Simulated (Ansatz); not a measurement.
# Ga2O3 (R-3c): the host for defect calculations, part 3 of 3

Before any defect goes in: Ga2O3 (R-3c) at rest, and how it screens a charge.

Ansatz 0.2.0; plane-wave PAW DFT, PBEsol; relaxation of the host's cell and atoms; PAW set soft_1 (the session's first sound run).

So far. Step 3 (Dielectric tensors of the host): The principal values of the electronic dielectric tensor are 4.34, 4.48 and 4.48. The principal values of the static dielectric tensor are 13.08, 13.08 and 18.82.

**7. Defect free supercell relaxed from displaced atoms**

This step: plane-wave PAW DFT, PBEsol; relaxation of the defect-free supercell from random displacements, a test of the host's stability; PAW set soft_1 (Ansatz 0.2.0).

The input, pristine.rattled/input.yaml:

```yaml
crystal:
  lattice:
    - [5.0010326721, 2.8873475928, 8.9658270437]
    - [-5.0010326721, 2.8873475928, 8.9658270437]
    - [0.0, -5.7746950856, 8.9658270759]
  atoms:
    - { symbol: Ga, position: [0.4278623356, 0.4278623356, 0.4278623356] }
    - { symbol: Ga, position: [0.3221376644, 0.3221376644, 0.3221376644] }
    - { symbol: Ga, position: [0.0721376644, 0.0721376644, 0.0721376644] }
    - { symbol: Ga, position: [0.1778623356, 0.1778623356, 0.1778623356] }
    - { symbol: O, position: [0.375, 0.2236078, 0.0263922] }
    - { symbol: O, position: [0.2236078, 0.0263922, 0.375] }
    - { symbol: O, position: [0.0263922, 0.375, 0.2236078] }
    - { symbol: O, position: [0.125, 0.2763922, 0.4736078] }
    - { symbol: O, position: [0.4736078, 0.125, 0.2763922] }
    - { symbol: O, position: [0.2763922, 0.4736078, 0.125] }
    - { symbol: Ga, position: [0.4278623356, 0.4278623356, 0.9278623356] }
    - { symbol: Ga, position: [0.3221376644, 0.3221376644, 0.8221376644] }
    - { symbol: Ga, position: [0.0721376644, 0.0721376644, 0.5721376644] }
    - { symbol: Ga, position: [0.1778623356, 0.1778623356, 0.6778623356] }
    - { symbol: O, position: [0.375, 0.2236078, 0.5263922] }
    - { symbol: O, position: [0.2236078, 0.0263922, 0.875] }
    - { symbol: O, position: [0.0263922, 0.375, 0.7236078] }
    - { symbol: O, position: [0.125, 0.2763922, 0.9736078] }
    - { symbol: O, position: [0.4736078, 0.125, 0.7763922] }
    - { symbol: O, position: [0.2763922, 0.4736078, 0.625] }
    - { symbol: Ga, position: [0.4278623356, 0.9278623356, 0.4278623356] }
    - { symbol: Ga, position: [0.3221376644, 0.8221376644, 0.3221376644] }
    - { symbol: Ga, position: [0.0721376644, 0.5721376644, 0.0721376644] }
    - { symbol: Ga, position: [0.1778623356, 0.6778623356, 0.1778623356] }
    - { symbol: O, position: [0.375, 0.7236078, 0.0263922] }
    - { symbol: O, position: [0.2236078, 0.5263922, 0.375] }
    - { symbol: O, position: [0.0263922, 0.875, 0.2236078] }
    - { symbol: O, position: [0.125, 0.7763922, 0.4736078] }
    - { symbol: O, position: [0.4736078, 0.625, 0.2763922] }
    - { symbol: O, position: [0.2763922, 0.9736078, 0.125] }
    - { symbol: Ga, position: [0.4278623356, 0.9278623356, 0.9278623356] }
    - { symbol: Ga, position: [0.3221376644, 0.8221376644, 0.8221376644] }
    - { symbol: Ga, position: [0.0721376644, 0.5721376644, 0.5721376644] }
    - { symbol: Ga, position: [0.1778623356, 0.6778623356, 0.6778623356] }
    - { symbol: O, position: [0.375, 0.7236078, 0.5263922] }
    - { symbol: O, position: [0.2236078, 0.5263922, 0.875] }
    - { symbol: O, position: [0.0263922, 0.875, 0.7236078] }
    - { symbol: O, position: [0.125, 0.7763922, 0.9736078] }
    - { symbol: O, position: [0.4736078, 0.625, 0.7763922] }
    - { symbol: O, position: [0.2763922, 0.9736078, 0.625] }
    - { symbol: Ga, position: [0.9278623356, 0.4278623356, 0.4278623356] }
    - { symbol: Ga, position: [0.8221376644, 0.3221376644, 0.3221376644] }
    - { symbol: Ga, position: [0.5721376644, 0.0721376644, 0.0721376644] }
    - { symbol: Ga, position: [0.6778623356, 0.1778623356, 0.1778623356] }
    - { symbol: O, position: [0.875, 0.2236078, 0.0263922] }
    - { symbol: O, position: [0.7236078, 0.0263922, 0.375] }
    - { symbol: O, position: [0.5263922, 0.375, 0.2236078] }
    - { symbol: O, position: [0.625, 0.2763922, 0.4736078] }
    - { symbol: O, position: [0.9736078, 0.125, 0.2763922] }
    - { symbol: O, position: [0.7763922, 0.4736078, 0.125] }
    - { symbol: Ga, position: [0.9278623356, 0.4278623356, 0.9278623356] }
    - { symbol: Ga, position: [0.8221376644, 0.3221376644, 0.8221376644] }
    - { symbol: Ga, position: [0.5721376644, 0.0721376644, 0.5721376644] }
    - { symbol: Ga, position: [0.6778623356, 0.1778623356, 0.6778623356] }
    - { symbol: O, position: [0.875, 0.2236078, 0.5263922] }
    - { symbol: O, position: [0.7236078, 0.0263922, 0.875] }
    - { symbol: O, position: [0.5263922, 0.375, 0.7236078] }
    - { symbol: O, position: [0.625, 0.2763922, 0.9736078] }
    - { symbol: O, position: [0.9736078, 0.125, 0.7763922] }
    - { symbol: O, position: [0.7763922, 0.4736078, 0.625] }
    - { symbol: Ga, position: [0.9278623356, 0.9278623356, 0.4278623356] }
    - { symbol: Ga, position: [0.8221376644, 0.8221376644, 0.3221376644] }
    - { symbol: Ga, position: [0.5721376644, 0.5721376644, 0.0721376644] }
    - { symbol: Ga, position: [0.6778623356, 0.6778623356, 0.1778623356] }
    - { symbol: O, position: [0.875, 0.7236078, 0.0263922] }
    - { symbol: O, position: [0.7236078, 0.5263922, 0.375] }
    - { symbol: O, position: [0.5263922, 0.875, 0.2236078] }
    - { symbol: O, position: [0.625, 0.7763922, 0.4736078] }
    - { symbol: O, position: [0.9736078, 0.625, 0.2763922] }
    - { symbol: O, position: [0.7763922, 0.9736078, 0.125] }
    - { symbol: Ga, position: [0.9278623356, 0.9278623356, 0.9278623356] }
    - { symbol: Ga, position: [0.8221376644, 0.8221376644, 0.8221376644] }
    - { symbol: Ga, position: [0.5721376644, 0.5721376644, 0.5721376644] }
    - { symbol: Ga, position: [0.6778623356, 0.6778623356, 0.6778623356] }
    - { symbol: O, position: [0.875, 0.7236078, 0.5263922] }
    - { symbol: O, position: [0.7236078, 0.5263922, 0.875] }
    - { symbol: O, position: [0.5263922, 0.875, 0.7236078] }
    - { symbol: O, position: [0.625, 0.7763922, 0.9736078] }
    - { symbol: O, position: [0.9736078, 0.625, 0.7763922] }
    - { symbol: O, position: [0.7763922, 0.9736078, 0.625] }
basis:
  ecutwfc: 420
  xc_grid: 2
hamiltonian:
  xc: pbesol
  pseudopotentials: { kind: paw, azcp: { folder: soft_1 }, xc_functional: pbe }
kpoints:
  mp_grid: { grid: [1, 1, 1], shift: [0.25, 0.25, 0.25] }
scf:
  occupations: { method: fermi_dirac, width: 0.01 }
  max_iter: 80
output:
  forces: true
relax:
  f_tol: 0.01
  max_steps: 120
  random_displacement: { amplitude: 0.08, seed: 2001 }
checkpoint:
  write: "../pristine.rattled.run"
  compress: false
  write_wavefunctions: false
  write_every: 100000
```

The run is started by

```
$ ansatz run input.yaml --threads 4 --pin off --max-ram 15073MiB --backend cpu --events-out ev --progress --plain --runs-dir out
```

Numbers of over 12 decimals in the logs are rounded to 6 here.

Log:

```text
[...]
Crystal: 80 atoms, lattice volume = 776.784 Å³
Basis set: ecut = 420 eV, 15215 PW (Γ), exchange–correlation on 144×144×144 points (8 copies of the dense FFT grid, shifted against one another)
Bands: 432, of which v1, the nominal top of the filled ones, is band 352 counted from 1 (351 counted from 0)
Symmetry: 1 space group operations
k-points: 1
[...]
SCF iter   1: F=—  HF=-146746.458450 eV  |F-HF|=—  |Δ(HF+E_count)|=         —  Δρ=1.20e-1  dr2=4.73e1  ethr=3.10e-3  ⟨swp⟩=5.0  Hψ=1379  notcnv=0  defer=19
[...]
SCF iter   9: F=-146729.833282 eV  HF=-146729.833282 eV  |F-HF|=4.78e-7  |Δ(HF+E_count)|=   4.57e-6  Δρ=1.28e-5  dr2=1.31e-6  ethr=3.55e-10  ⟨swp⟩=3.0  Hψ=1444  notcnv=0
SCF 1 converged in 9 iterations: F = -146729.833282 eV  dr2 = 1.31e-6
[...]
relax step   1: F+E_penalty+E_count = -146729.83328234 eV  Δ(F+E_penalty+E_count) = +0.000e0 eV  max|allowed force component| = 2.518e0 eV/Å  Δτ_max = 0.0000 Å  (9 SCF iters, dr2 threshold 2.50e-6 eV, accepted)
[...]
relax step   2: F+E_penalty+E_count = -146732.42865000 eV  Δ(F+E_penalty+E_count) = -2.595e0 eV  max|allowed force component| = 1.307e0 eV/Å  Δτ_max = 0.0844 Å  (6 SCF iters, dr2 threshold 1.00e-4 eV, accepted)
relax step   3: F+E_penalty+E_count = -146733.71731155 eV  Δ(F+E_penalty+E_count) = -1.289e0 eV  max|allowed force component| = 3.226e-2 eV/Å  Δτ_max = 0.0798 Å  (6 SCF iters, dr2 threshold 1.00e-4 eV, accepted)
relax step   4: F+E_penalty+E_count = -146733.71733946 eV  Δ(F+E_penalty+E_count) = -2.791e-5 eV  max|allowed force component| = 3.231e-2 eV/Å  Δτ_max = 0.0000 Å  (5 SCF iters, accepted)
SCF iter   1: F=—  HF=-146733.719534 eV  |F-HF|=—  |Δ(HF+E_count)|=         —  Δρ=8.64e-4  dr2=1.89e-3  ethr=2.84e-6  ⟨swp⟩=4.0  Hψ=868  notcnv=0  defer=75
[...]
SCF iter   7: F=-146733.718140 eV  HF=-146733.718140 eV  |F-HF|=5.82e-11  |Δ(HF+E_count)|=   2.56e-8  Δρ=5.93e-7  dr2=3.05e-9  ethr=1.42e-11  ⟨swp⟩=4.0  Hψ=1266  notcnv=0
SCF 5 converged in 7 iterations: F = -146733.718140 eV  dr2 = 3.05e-9
relax step   5: F+E_penalty+E_count = -146733.71813951 eV  Δ(F+E_penalty+E_count) = -8.001e-4 eV  max|allowed force component| = 9.347e-4 eV/Å  Δτ_max = 0.0050 Å  (7 SCF iters, accepted)
SCF converged after 7 iterations
Free energy (F): -146733.718140 eV
[...]
Internal energy: -146733.718140 eV  (E = F + TS)
E sigma→0 (E₀):  -146733.718140 eV
Fermi energy:    10.443578 eV
[...]
--- Forces (eV/Å), atoms counted from 1 ---
  atom   1  Ga     0.00032839    -0.00045146     0.00012770
  atom   2  Ga    -0.00006765    -0.00049386    -0.00060811
  atom   3  Ga    -0.00045028    -0.00071014     0.00025032
  atom   4  Ga    -0.00001800     0.00079573     0.00013721
  atom   5  O     -0.00001023     0.00018274     0.00029112
  atom   6  O      0.00014055    -0.00002558    -0.00032407
  atom   7  O     -0.00039864     0.00014580    -0.00029621
  atom   8  O      0.00010371    -0.00052525    -0.00014672
  atom   9  O     -0.00021758     0.00041455     0.00020381
  atom  10  O     -0.00015376    -0.00013486    -0.00014455
  atom  11  Ga     0.00022840    -0.00013435     0.00039296
  atom  12  Ga     0.00049381     0.00016106     0.00013708
  atom  13  Ga    -0.00001093     0.00081474     0.00023178
  atom  14  Ga    -0.00007016    -0.00031664    -0.00015200
  atom  15  O      0.00006375    -0.00002944    -0.00037744
  atom  16  O     -0.00034027    -0.00027531     0.00032703
  atom  17  O      0.00034936     0.00039827     0.00016518
  atom  18  O      0.00054017     0.00042775     0.00032362
  atom  19  O     -0.00042372    -0.00013867    -0.00009385
  atom  20  O     -0.00011765     0.00025088    -0.00064761
  atom  21  Ga     0.00019301     0.00024455     0.00055562
  atom  22  Ga     0.00058306     0.00030739     0.00009251
  atom  23  Ga    -0.00026008    -0.00042802     0.00020674
  atom  24  Ga    -0.00042836    -0.00001729    -0.00038990
  atom  25  O     -0.00013191     0.00042749    -0.00009333
  atom  26  O     -0.00015898     0.00009834     0.00034095
  atom  27  O     -0.00025656     0.00011057    -0.00028533
  atom  28  O     -0.00021847    -0.00014964    -0.00016154
  atom  29  O     -0.00047569     0.00020120     0.00035819
  atom  30  O      0.00050133    -0.00061668    -0.00009514
  atom  31  Ga    -0.00059357    -0.00008618    -0.00012810
  atom  32  Ga     0.00066581    -0.00048590    -0.00028590
  atom  33  Ga    -0.00000162    -0.00003137     0.00031549
  atom  34  Ga     0.00003385    -0.00002405     0.00023759
  atom  35  O      0.00031472    -0.00018662     0.00002124
  atom  36  O      0.00013531     0.00009247     0.00017358
  atom  37  O      0.00034365     0.00007159     0.00013450
  atom  38  O     -0.00010153     0.00057439    -0.00016162
  atom  39  O      0.00014366    -0.00035241    -0.00003152
  atom  40  O     -0.00016032     0.00034172     0.00011953
[...]
atom  69  O     -0.00016166     0.00036580    -0.00030342
  atom  70  O      0.00041822     0.00031594     0.00019264
  atom  71  Ga     0.00018320    -0.00012901     0.00016473
  atom  72  Ga    -0.00076690     0.00017762     0.00006512
  atom  73  Ga    -0.00006947    -0.00032677     0.00040382
  atom  74  Ga     0.00093468     0.00020505     0.00013922
  atom  75  O      0.00020527    -0.00030690    -0.00042677
  atom  76  O     -0.00019801     0.00025696    -0.00011194
  atom  77  O     -0.00020683     0.00014172    -0.00024203
  atom  78  O     -0.00011196    -0.00008584    -0.00012048
  atom  79  O      0.00029349     0.00013664    -0.00023277
  atom  80  O      0.00031473    -0.00032390    -0.00046711
  max |Σ_I F_I| component: 4.45e-6 eV/Å
--- Relaxed structure (5 steps of the walk, 5 accepted, 0 SCFs on fresh bases) ---
  F+E_penalty+E_count = -146733.71813951 eV   max|allowed force component| = 9.347e-4 eV/Å
  atoms:
    - { symbol: Ga, position: [0.428368, 0.428092, 0.427129] }
    - { symbol: Ga, position: [0.322692, 0.322389, 0.321412] }
    - { symbol: Ga, position: [0.072689, 0.072387, 0.071405] }
    - { symbol: Ga, position: [0.178361, 0.178085, 0.177139] }
    - { symbol: O, position: [0.375510, 0.223675, 0.025842] }
    - { symbol: O, position: [0.223951, 0.026803, 0.374283] }
    - { symbol: O, position: [0.027095, 0.375241, 0.222715] }
    - { symbol: O, position: [0.125538, 0.276805, 0.472704] }
    - { symbol: O, position: [0.473956, 0.125230, 0.275843] }
    - { symbol: O, position: [0.277099, 0.473677, 0.124266] }
    - { symbol: Ga, position: [0.428375, 0.428096, 0.927111] }
    - { symbol: Ga, position: [0.322661, 0.322387, 0.821437] }
    - { symbol: Ga, position: [0.072664, 0.072383, 0.571439] }
    - { symbol: Ga, position: [0.178383, 0.178097, 0.677107] }
    - { symbol: O, position: [0.375534, 0.223678, 0.525839] }
    - { symbol: O, position: [0.223971, 0.026804, 0.874258] }
    - { symbol: O, position: [0.027081, 0.375238, 0.722710] }
    - { symbol: O, position: [0.125509, 0.276805, 0.972713] }
    - { symbol: O, position: [0.473967, 0.125241, 0.775839] }
    - { symbol: O, position: [0.277086, 0.473675, 0.624283] }
    - { symbol: Ga, position: [0.428361, 0.928086, 0.427127] }
    - { symbol: Ga, position: [0.322668, 0.822392, 0.321418] }
    - { symbol: Ga, position: [0.072682, 0.572390, 0.071421] }
    - { symbol: Ga, position: [0.178381, 0.678087, 0.177128] }
    - { symbol: O, position: [0.375526, 0.723675, 0.025844] }
    - { symbol: O, position: [0.223963, 0.526798, 0.374278] }
    - { symbol: O, position: [0.027096, 0.875241, 0.222711] }
    - { symbol: O, position: [0.125526, 0.776801, 0.472706] }
    - { symbol: O, position: [0.473959, 0.625234, 0.275836] }
    - { symbol: O, position: [0.277090, 0.973684, 0.124261] }
    - { symbol: Ga, position: [0.428394, 0.928083, 0.927117] }
    - { symbol: Ga, position: [0.322665, 0.822404, 0.821425] }
    - { symbol: Ga, position: [0.072664, 0.572389, 0.571426] }
    - { symbol: Ga, position: [0.178375, 0.678084, 0.677120] }
    - { symbol: O, position: [0.375522, 0.723677, 0.525832] }
    - { symbol: O, position: [0.223954, 0.526805, 0.874274] }
    - { symbol: O, position: [0.027085, 0.875233, 0.722713] }
    - { symbol: O, position: [0.125519, 0.776805, 0.972721] }
    - { symbol: O, position: [0.473953, 0.625255, 0.775833] }
    - { symbol: O, position: [0.277084, 0.973672, 0.624276] }
    - { symbol: Ga, position: [0.928387, 0.428088, 0.427121] }
    - { symbol: Ga, position: [0.822671, 0.322400, 0.321426] }
    - { symbol: Ga, position: [0.572661, 0.072389, 0.071428] }
    - { symbol: Ga, position: [0.678381, 0.178076, 0.177119] }
    - { symbol: O, position: [0.875527, 0.223661, 0.025836] }
    - { symbol: O, position: [0.723959, 0.026807, 0.374273] }
    - { symbol: O, position: [0.527098, 0.375223, 0.222709] }
    - { symbol: O, position: [0.625521, 0.276819, 0.472713] }
    - { symbol: O, position: [0.973962, 0.125246, 0.275838] }
    - { symbol: O, position: [0.777091, 0.473671, 0.124274] }
    - { symbol: Ga, position: [0.928364, 0.428085, 0.927126] }
    - { symbol: Ga, position: [0.822677, 0.322378, 0.821422] }
    - { symbol: Ga, position: [0.572687, 0.072395, 0.571417] }
    - { symbol: Ga, position: [0.678368, 0.178098, 0.677126] }
    - { symbol: O, position: [0.875524, 0.223683, 0.525843] }
    - { symbol: O, position: [0.723959, 0.026804, 0.874275] }
    - { symbol: O, position: [0.527084, 0.375251, 0.722712] }
    - { symbol: O, position: [0.625520, 0.276796, 0.972708] }
    - { symbol: O, position: [0.973964, 0.125230, 0.775839] }
    - { symbol: O, position: [0.777087, 0.473673, 0.624277] }
    - { symbol: Ga, position: [0.928379, 0.928099, 0.427113] }
    - { symbol: Ga, position: [0.822675, 0.822383, 0.321434] }
    - { symbol: Ga, position: [0.572670, 0.572379, 0.071435] }
    - { symbol: Ga, position: [0.678375, 0.678097, 0.177111] }
    - { symbol: O, position: [0.875529, 0.723671, 0.025838] }
    - { symbol: O, position: [0.723963, 0.526815, 0.374268] }
    - { symbol: O, position: [0.527078, 0.875241, 0.222704] }
    - { symbol: O, position: [0.625518, 0.776811, 0.472707] }
    - { symbol: O, position: [0.973969, 0.625236, 0.275848] }
    - { symbol: O, position: [0.777079, 0.973666, 0.124286] }
    - { symbol: Ga, position: [0.928365, 0.928086, 0.927133] }
    - { symbol: Ga, position: [0.822685, 0.822386, 0.821415] }
    - { symbol: Ga, position: [0.572677, 0.572396, 0.571412] }
    - { symbol: Ga, position: [0.678359, 0.678092, 0.677132] }
    - { symbol: O, position: [0.875515, 0.723684, 0.525843] }
    - { symbol: O, position: [0.723954, 0.526796, 0.874283] }
    - { symbol: O, position: [0.527096, 0.875244, 0.722712] }
    - { symbol: O, position: [0.625536, 0.776798, 0.972706] }
    - { symbol: O, position: [0.973956, 0.625237, 0.775838] }
    - { symbol: O, position: [0.777097, 0.973689, 0.624264] }
```

Run time: 94 s. Hardware: 4 threads of Arm Neoverse V1, shared host; peak memory 1.9 GiB; 6 min of CPU time.

Relaxation path:

| step | energy less that of the first step (eV) | largest force component (eV/Å) |
| --- | --- | --- |
| 1 | 0.0000 | 2.5182 |
| 2 | -2.5954 | 1.3067 |
| 3 | -3.8840 | 0.0323 |
| 4 | -3.8841 | 0.0323 |
| 5 | -3.8849 | 0.0009 |

The relaxation ends 49 meV an atom lower than the displaced start, with a largest force component of 9.3e-4 eV/Å.

**8. Results**

- primitive cell vectors, lengths: 5.332, 5.332, 5.332 Å
- electronic dielectric constant: principal values (4.34, 4.48, 4.48)
- static dielectric constant: principal values (13.08, 13.08, 18.82)
- gap on the k-mesh of the response run (PBEsol): 2.70 eV
- supercell relaxed in its symmetry less the displaced and relaxed one: 0.000 eV
- energy an atom at one point at (¼, ¼, ¼) less that on the dense mesh: 0.008 eV

Step 7: The energy fell by 3.885 eV from the randomly displaced start; the atoms end within 0.005 Å of the sites as typed, once the mean shift is taken out. The displaced cell ends within 0.01 eV of the symmetric one relaxed in its symmetry, so no lower structure shows in this supercell. The k-mesh can miss the band edges, so this gap is an upper bound at this level. All at zero temperature.

[Logs are printed without paths, hosts, clocks, repeated set-up lines and the standing remarks that a program may print on its own settings, such as how far it seeks lower states.]

[Hosts, paths, dates, database ids (printed as entryN), source tags and the programs' standing remarks are cut or masked in the printed files.]

[Runs of the host that timed out are not shown.]

[For some hosts the program warned that the k-mesh of the response run may be too coarse for force constants and the static dielectric constant; such warnings are not always shown.]
